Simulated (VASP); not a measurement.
**TePb: elastic constants with PBE**

Crystal: TePb.

```xyz
2
Lattice="0.0000 3.2841 3.2841 3.2841 0.0000 3.2841 3.2841 3.2841 0.0000" Properties=species:S:1:pos:R:3 pbc="T T T"
Te    3.2841    3.2841    3.2841
Pb    0.0000    0.0000    0.0000
```

```yaml
Program: VASP 6.6.1
Task: elastic constants
Functional: PBE
Potentials_or_basis: VASP PAW PBE potentials, release 64 (Te, Pb_d)
Cutoff: 600 eV
k_mesh: 8 × 8 × 8
Occupations: gaussian, width 0.03 eV
Spin: no spin polarisation
Ions_in_elastic_constants: relaxed
Further_INCAR_settings: ALGO = Normal; EDIFF = 1e-08; IBRION = 6; POTIM = 0.015; NSW = 1; ISIF = 3
```

```json
{
 "Elastic constants C11, C12, C44": "105, 6, 14 GPa",
 "Voigt bulk modulus": "39 GPa",
 "Highest phonon frequency at Γ, LO-TO splitting left out": "22 cm⁻¹"
}
```

Phonon frequencies in cm⁻¹ (negative: imaginary):
| q point | frequencies |
| --- | --- |
| (0.000, 0.000, 0.000) | 0 0 0 22 22 22 |

Elastic tensor in Voigt notation (GPa, in the Cartesian axes of the cell as first typed):
```
105   6   6   0   0   0
  6 105   6   0   0   0
  6   6 105   0   0   0
  0   0   0  14   0   0
  0   0   0   0  14   0
  0   0   0   0   0  14
```

Clamped-ion elastic tensor (GPa):
```
105   6   6   0   0   0
  6 105   6   0   0   0
  6   6 105   0   0   0
  0   0   0  14   0   0
  0   0   0   0  14   0
  0   0   0   0   0  14
```

Wall time 11 min on 1 thread of Intel(R) Xeon(R) 6975P-C (Granite Rapids), with other jobs on the host, peak memory 0.48 GiB.

The run has no spin-orbit coupling, so splittings on Pb, Te are missing.
